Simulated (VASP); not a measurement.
# ScAl3 (Pm-3m) in VASP: a series of runs

One crystal, ScAl3, is run at these levels: LDA, RPBE; tasks: relaxation of cell and atoms.

Program: VASP 6.6.1. These are calculated values, not measurements. Logs are shortened: lines on timing, memory, paths and dates and some standing lists are left out, and cuts for length are marked.

### Step 1. Starting point

Symmetry: Pm-3m, No. 221, cubic system. The conventional cell has a = 4.088 Å, b = 4.088 Å, c = 4.088 Å, α = 90.00°, β = 90.00°, γ = 90.00°. Sc (site symmetry m-3m) is surrounded by 12 Al at 2.89 Å. Around Al (site symmetry 4/mmm) lie 4 Sc at 2.89 Å and 8 Al at 2.89 Å.

The cell is a database's computed one.

### Step 2. Relaxation of cell and atoms, LDA

Contents of INCAR:

```
PREC = Accurate ; ENCUT = 600
EDIFF = 1E-6 ; ISMEAR = 1
SIGMA = 0.1 ; LREAL = False
LASPH = True ; NELM = 80
ALGO = Normal ; ISIF = 3
LWAVE = False ; LCHARG = False
IBRION = 2 ; NSW = 90
EDIFFG = -0.01
```

Contents of KPOINTS:

```
regular mesh
0
Gamma
  10 10 10
```

Contents of POSCAR:

```
ScAl3
1.0
    4.0878065700      0.0000000000      0.0000000000
    0.0000000000      4.0878065700      0.0000000000
    0.0000000000      0.0000000000      4.0878065700
Sc Al
1 3
Direct
    0.0000000000      0.0000000000      0.0000000000
    0.5000000000      0.0000000000      0.5000000000
    0.0000000000      0.5000000000      0.5000000000
    0.5000000000      0.5000000000      0.0000000000
```

Potentials or basis: VASP PAW LDA potentials, release 64 (Sc_sv, Al).

On the command line:

```
$ cat potpaw_LDA.64/Sc_sv/POTCAR potpaw_LDA.64/Al/POTCAR > POTCAR
$ mpirun -np 1 vasp_std > vasp.out
```

OUTCAR:

```text
PREC = Accurate
   ENCUT = 600
   EDIFF = 1E-6
   ISMEAR = 1
   LREAL = False
   LASPH = True
   NELM = 80
   ISIF = 3
   IBRION = 2
   NSW = 90
   EDIFFG = -0.01

 ion  position               nearest neighbor table
   1  0.000  0.000  0.000-   2 2.89   3 2.89   4 2.89   2 2.89   3 2.89   3 2.89   4 2.89   3 2.89
                             2 2.89   4 2.89   2 2.89   4 2.89
   2  0.500  0.000  0.500-   1 2.89   3 2.89   4 2.89   1 2.89   4 2.89   3 2.89   4 2.89   4 2.89
                             1 2.89   3 2.89   1 2.89   3 2.89
   3  0.000  0.500  0.500-   1 2.89   2 2.89   4 2.89   1 2.89   4 2.89   1 2.89   2 2.89   1 2.89
                             2 2.89   4 2.89   4 2.89   2 2.89
   4  0.500  0.500  0.000-   1 2.89   2 2.89   3 2.89   2 2.89   3 2.89   1 2.89   2 2.89   2 2.89
                             1 2.89   3 2.89   3 2.89   1 2.89

  LATTYP: Found a simple cubic cell.
 ALAT       =     4.0878065700

  Lattice vectors:

 A1 = (   4.0878065700,   0.0000000000,   0.0000000000)
 A2 = (   0.0000000000,   4.0878065700,   0.0000000000)
 A3 = (   0.0000000000,   0.0000000000,   4.0878065700)

Analysis of symmetry for initial positions (statically):
=====================================================================
 Subroutine PRICEL returns:
 Original cell was already a primitive cell.

 Routine SETGRP: Setting up the symmetry group for a
 simple cubic supercell.

 Subroutine GETGRP returns: Found 48 space group operations
 (whereof 48 operations were pure point group operations)
 out of a pool of 48 trial point group operations.

The static configuration has the point symmetry O_h .

Analysis of symmetry for dynamics (positions and initial velocities):
=====================================================================
 Subroutine PRICEL returns:
 Original cell was already a primitive cell.

 Routine SETGRP: Setting up the symmetry group for a
 simple cubic supercell.

 Subroutine GETGRP returns: Found 48 space group operations
 (whereof 48 operations were pure point group operations)
 out of a pool of 48 trial point group operations.

The dynamic configuration has the point symmetry O_h .

 Subroutine INISYM returns: Found 48 space group operations
 (whereof 48 operations are pure point group operations),
 and found     1 'primitive' translations

----------------------------------------------------------------------------------------

                                     Primitive cell

  volume of cell :      68.3079

  direct lattice vectors                    reciprocal lattice vectors
     4.087806570  0.000000000  0.000000000     0.244629970  0.000000000  0.000000000
     0.000000000  4.087806570  0.000000000     0.000000000  0.244629970  0.000000000
     0.000000000  0.000000000  4.087806570     0.000000000  0.000000000  0.244629970

  length of vectors
     4.087806570  4.087806570  4.087806570     0.244629970  0.244629970  0.244629970

  position of ions in fractional coordinates (direct lattice)
     0.000000000  0.000000000  0.000000000
     0.500000000  0.000000000  0.500000000
     0.000000000  0.500000000  0.500000000
     0.500000000  0.500000000  0.000000000

  ion indices of the primitive-cell ions
   primitive index   ion index
                 1           1
                 2           2
                 3           3
                 4           4

----------------------------------------------------------------------------------------

 KPOINTS: regular mesh

Automatic generation of k-mesh.
 Grid dimensions read from file:
 generate k-points for:   10   10   10

 Generating k-lattice:

  Cartesian coordinates                     Fractional coordinates (reciprocal lattice)
     0.024462997  0.000000000  0.000000000     0.100000000  0.000000000  0.000000000
     0.000000000  0.024462997  0.000000000     0.000000000  0.100000000  0.000000000
     0.000000000  0.000000000  0.024462997     0.000000000  0.000000000  0.100000000

  Length of vectors
     0.024462997  0.024462997  0.024462997

  Shift w.r.t. Gamma in fractional coordinates (k-lattice)
     0.000000000  0.000000000  0.000000000

 Subroutine IBZKPT returns following result:
 ===========================================

 Found     56 irreducible k-points:

 Following reciprocal coordinates:
            Coordinates               Weight
  0.000000  0.000000  0.000000      1.000000
  0.100000  0.000000  0.000000      6.000000
  0.200000  0.000000  0.000000      6.000000
  0.300000  0.000000  0.000000      6.000000
  0.400000  0.000000  0.000000      6.000000
  0.500000  0.000000  0.000000      3.000000
[... 16 lines left out ...]
  0.200000  0.100000  0.100000     24.000000
  0.300000  0.100000  0.100000     24.000000
 [... further k-points ...]
   k-points           NKPTS =     56   k-points in BZ     NKDIM =     56   number of bands    NBANDS=     14
   number of dos      NEDOS =    301   number of ions     NIONS =      4
   total plane-waves  NPLWV =  46656
   dimension x,y,z NGX =    36 NGY =   36 NGZ =   36
   dimension x,y,z NGXF=    72 NGYF=   72 NGZF=   72
   ions per type =               1   3
   NGX,Y,Z   is equivalent  to a cutoff of  14.64, 14.64, 14.64 a.u.
   NGXF,Y,Z  is equivalent  to a cutoff of  29.28, 29.28, 29.28 a.u.
 SYSTEM =  unknown system
   PREC   = accura    normal or accurate (medium, high low for compatibility)
   ISTART =      0    job   : 0-new  1-cont  2-samecut
   ICHARG =      2    charge: 1-file 2-atom 10-const
   ISPIN  =      1    spin polarized calculation?
   LNONCOLLINEAR =      F non collinear calculations
   LSORBIT =      F    spin-orbit coupling
   LASPH  =      T    aspherical Exc in radial PAW
   ENCUT  =  600.0 eV  44.10 Ry    6.64 a.u.   8.16  8.16  8.16*2*pi/ulx,y,z
   NELM   =     80;   NELMIN=  2; NELMDL= -5     # of ELM steps
   EDIFF  = 0.1E-05   stopping-criterion for ELM
   LREAL  =      F    real-space projection
   EDIFFG = -.1E-01   stopping-criterion for IOM
   NSW    =     90    number of steps for IOM
   IBRION =      2    ionic relax: 0-MD 1-quasi-New 2-CG
   NFREE  =      1    steps in history (QN), initial steepest desc. (CG)
   ISIF   =      3    stress and relaxation
   ISYM   =      2    0-nonsym 1-usesym 2-fastsym
   POTIM  = 0.5000    time-step for ionic-motion
   TEBEG  =    0.0;   TEEND  =   0.0 temperature during run
   PSTRESS=    0.0 pullay stress
   NELECT =      20.0000    total number of electrons
   NUPDOWN=      -1.0000    fix difference up-down
   EMIN   =  10.00;   EMAX   =-10.00  energy-range for DOS
   EFERMI =   0.00;   METHOD = LEGACY
   ISMEAR =     1;   SIGMA  =   0.10  broadening in eV -4-tet -1-fermi 0-gaus
   EFERMI_NEDOS =   21; number of points for ismear=-14 and -15
   IALGO  =     38    algorithm
   IMIX   =      4    mixing-type and parameters
     AMIX     =   0.40;   BMIX     =  1.00
     AMIX_MAG =   1.60;   BMIX_MAG =  1.00
  volume/ion in A,a.u.               =      17.08       115.24
  Fermi-wavevector in a.u.,A,eV,Ry     =   1.087079  2.054282 16.078563  1.181741
  Thomas-Fermi vector in A             =   2.223230
   LORBIT       =      0    0 simple, 1 ext, 2 COOP (PROOUT), +10 PAW based schemes
   GGA     = CA    functional components
   LHFCALC =     F    Hartree Fock is set to
   AEXX    =    0.0000 exact exchange contribution
   IVDW    =     0    specifies the selected vdW correction
   LEPSILON=     F    determine dielectric tensor
   LRPA    =     F    only Hartree local field effects (RPA)
 conjugate gradient relaxation of ions
 non-spin polarized calculation
 Methfessel and Paxton  Order N= 1 SIGMA  =   0.10
  energy-cutoff  :      600.00
  volume of cell :       68.31
 maximum number of plane-waves:      2301
 NGX is ok and might be reduce to    36
   NGX = 17   NGY = 17   NGZ = 17

--------------------------------------- Ionic step        1  -------------------------------------------

 number of electron      20.0000002 magnetization

 Free energy of the ion-electron system (eV)
  ---------------------------------------------------
  ext. energy  EPLUGINS =         0.00000000
  ---------------------------------------------------
  free energy    TOTEN  =       -21.25938433 eV

  energy without entropy =      -21.26015017  energy(sigma->0) =      -21.25963961

------------------------ aborting loop because EDIFF is reached ----------------------------------------

  FORCE on cell =-STRESS in cart. coord.  units (eV):
  Direction    XX          YY          ZZ          XY          YZ          ZX
  --------------------------------------------------------------------------------------
  -------------------------------------------------------------------------------------
  Total       -1.5308756     -1.5308756     -1.5308756     -0.0000000      0.0000000      0.0000000
  in kB      -35.9070285    -35.9070285    -35.9070285     -0.0000000      0.0000000      0.0000000
  external PRESSURE =     -35.9070285 kB  Pullay stress =       0.0000000 kB
[... 61 lines left out ...]
  energy  without entropy=      -21.2861813015  energy(sigma->0) =      -21.28575116

--------------------------------------- Ionic step        3  -------------------------------------------

 number of electron      20.0000003 magnetization

 Free energy of the ion-electron system (eV)
  ---------------------------------------------------
  ext. energy  EPLUGINS =         0.00000000
  ---------------------------------------------------
  free energy    TOTEN  =       -21.29054186 eV

  energy without entropy =      -21.29129519  energy(sigma->0) =      -21.29079297

 E-fermi :   7.4402     XC(G=0): -10.7662

 val. band max:        7.4178713655   @ k =   0.5000   0.1000   0.1000
 cond. band min:       7.4404586840   @ k =   0.3000   0.0000   0.0000
 fundamental gap:      0.0225873186
 Fermi energy:         7.4402125368

 k-point     1 :       0.0000    0.0000    0.0000
  band No.  band energies     occupation
      1     -40.8193      2.00000
      2     -19.8844      2.00000
      3     -19.8844      2.00000
      4     -19.8844      2.00000
      5      -2.7753      2.00000
      6       4.7385      2.00000
      7       4.7385      2.00000
      8       5.6280      2.00000
      9       5.6280      2.00000
     10       5.6280      2.00000
     11       8.7124     -0.00000
     12       8.7153     -0.00000
     13       8.7153     -0.00000
     14       8.7153     -0.00000
[... 375 lines left out ...]
 k-point    24 :       0.3000    0.1000    0.1000
  band No.  band energies     occupation
      1     -40.8178      2.00000
      2     -19.9103      2.00000
      3     -19.8860      2.00000
      4     -19.8855      2.00000
      5      -1.7602      2.00000
      6       1.8250      2.00000
      7       4.4397      2.00000
      8       5.0458      2.00000
      9       6.1859      2.00000
     10       7.6452     -0.01358
     11       8.0612     -0.00000
     12       8.5023     -0.00000
     13       9.4127     -0.00000
     14      10.1841      0.00000

 [... further k-points ...]

------------------------ aborting loop because EDIFF is reached ----------------------------------------

  FORCE on cell =-STRESS in cart. coord.  units (eV):
  Direction    XX          YY          ZZ          XY          YZ          ZX
  --------------------------------------------------------------------------------------
  -------------------------------------------------------------------------------------
  Total       -0.0013040     -0.0013040     -0.0013040      0.0000000      0.0000000      0.0000000
  in kB       -0.0318386     -0.0318386     -0.0318386      0.0000000      0.0000000      0.0000000
  external PRESSURE =      -0.0318386 kB  Pullay stress =       0.0000000 kB
[... 19 lines left out ...]
  FREE ENERGIE OF THE ION-ELECTRON SYSTEM (eV)
  ---------------------------------------------------
  free  energy   TOTEN  =       -21.2905418574 eV

  energy  without entropy=      -21.2912951919  energy(sigma->0) =      -21.29079297

 reached required accuracy - stopping structural energy minimisation
```

Wall time 48 s (1 thread of Intel Xeon 6975P-C (Granite Rapids), shared host); peak memory 0.22 GiB.

What came out:

| Property | Result |
| --- | --- |
| Free energy | -21.2905 eV |
| Relaxed volume | 16.40 Å³/atom |
| Relaxed cell | a = 4.033 Å, b = 4.033 Å, c = 4.033 Å, α = 90.00°, β = 90.00°, γ = 90.00° |
| Space group after relaxing (to 0.05 Å) | Pm-3m (No. 221) |
| Energy gained by relaxing | 7.8 meV/atom |
| Ionic steps | 3 |
| Pressure after relaxing | 0.0 GPa |
| Band gap on the k mesh | none (metal or under the smearing width) |

The path:
```
step  energy change (eV)  largest force (eV/Å)  pressure (GPa)  volume (Å³)
   1              0.0000                0.0000           -3.59        68.31
   2             -0.0262                0.0000            1.58        64.59
   3             -0.0312                0.0000            0.00        65.62
```

Final structure:
```
CELL_PARAMETERS angstrom
4.03345 0.00000 0.00000
0.00000 4.03345 0.00000
0.00000 0.00000 4.03345
ATOMIC_POSITIONS crystal
Sc 0.00000 0.00000 0.00000
Al 0.50000 0.00000 0.50000
Al 0.00000 0.50000 0.50000
Al 0.50000 0.50000 0.00000
```

### Step 3. Relaxation of cell and atoms, LDA

This run uses another cell than the first one, of 16.40 Å³/atom, 0.961 times its volume.

Contents of INCAR:

```
PREC = Accurate ; ENCUT = 600
EDIFF = 1E-7 ; ISMEAR = 1
SIGMA = 0.1 ; LREAL = False
LASPH = True ; NELM = 80
ALGO = Normal ; ISIF = 3
LWAVE = False ; LCHARG = False
IBRION = 2 ; NSW = 90
EDIFFG = -0.005
```

KPOINTS is that of step 2.

Contents of POSCAR:

```
ScAl3                                   
1.0
    4.0334506892     -0.0000000000      0.0000000000
   -0.0000000000      4.0334506892     -0.0000000000
    0.0000000000      0.0000000000      4.0334506892
  Sc              Al            
     1     3
Direct
     0.0000000000000000    0.0000000000000000    0.0000000000000000
     0.5000000000000000    0.0000000000000000    0.5000000000000000
     0.0000000000000000    0.5000000000000000    0.5000000000000000
     0.5000000000000000    0.5000000000000000    0.0000000000000000
```

Potentials or basis: VASP PAW LDA potentials, release 64 (Sc_sv, Al).

On the command line:

```
$ cat potpaw_LDA.64/Sc_sv/POTCAR potpaw_LDA.64/Al/POTCAR > POTCAR
$ mpirun -np 1 vasp_std > vasp.out
```

It took 14 s on 1 thread of Intel Xeon 6975P-C (Granite Rapids), shared host; peak memory 0.2 GiB.

It converged, with:

| Item | Value |
| --- | --- |
| Free energy | -21.2904 eV |
| Pressure after relaxing | 0.0 GPa |
| Band gap on the k mesh | none (metal or under the smearing width) |

Final structure:
```xyz
4
Lattice="4.0335 0.0000 0.0000 0.0000 4.0335 0.0000 0.0000 0.0000 4.0335" Properties=species:S:1:pos:R:3 pbc="T T T"
Sc    0.0000    0.0000    0.0000
Al    2.0167    0.0000    2.0167
Al    0.0000    2.0167    2.0167
Al    2.0167    2.0167    0.0000
```

Levels at points of the mesh, in eV from the Fermi level:
```
           k point  band 7  band 8  band 9  band 10  band 11  band 12  band 13  band 14
(0.00, 0.00, 0.00)   -2.70   -1.81   -1.81    -1.81     1.27     1.28     1.28     1.28
(0.50, 0.00, 0.00)   -1.79   -1.79   -1.57     0.99     1.08     1.08     1.39     1.63
(0.50, 0.50, 0.00)   -5.68   -4.43   -0.60    -0.60     1.21     1.38     2.10     2.52
(0.50, 0.50, 0.50)   -4.89   -4.59   -2.95    -2.95    -2.95     1.04     2.63     2.63
```

Caveat: the relaxation stopped at its first step, so nothing moved.

(Part 1 of 2 ends here.)
